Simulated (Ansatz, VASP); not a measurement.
## Zn in VASP and in Ansatz

```
CELL_PARAMETERS angstrom
2.21309 0.00000 0.00000
-1.10655 1.91659 0.00000
0.00000 0.00000 3.55290
ATOMIC_POSITIONS crystal
Zn 0.33333 0.66667 0.25000
Zn 0.66667 0.33333 0.75000
```

Change from the starting cell: volume scaled by 0.5, LAPW.

Alike in both runs: task single point; functional PBE; k mesh 16 × 16 × 9; occupations fermi-dirac, width 0.05 eV; no spin polarisation.

```csv
,VASP,Ansatz
version,VASP 6.6.1,Ansatz 0.2.0
potentials or method,"VASP PAW PBE potentials, release 64 (Zn), cutoff 520 eV","all-electron LAPW, scalar-relativistic"
```

Ansatz gave:

- pressure (GPa): 286.4
- largest component of the traceless stress (GPa): 0.27

Question: Which values does VASP return?

Answer: Pressure (GPa): 292.4; largest component of the traceless stress (GPa): 0.14.

Ansatz ran all-electron here, so the differences hold the error of VASP's frozen core and of both bases.

Caveats: the cell as given lies far from equilibrium; so large a pressure means that the cell lies far from this level's equilibrium, or that cutoff or potentials fall short (VASP).
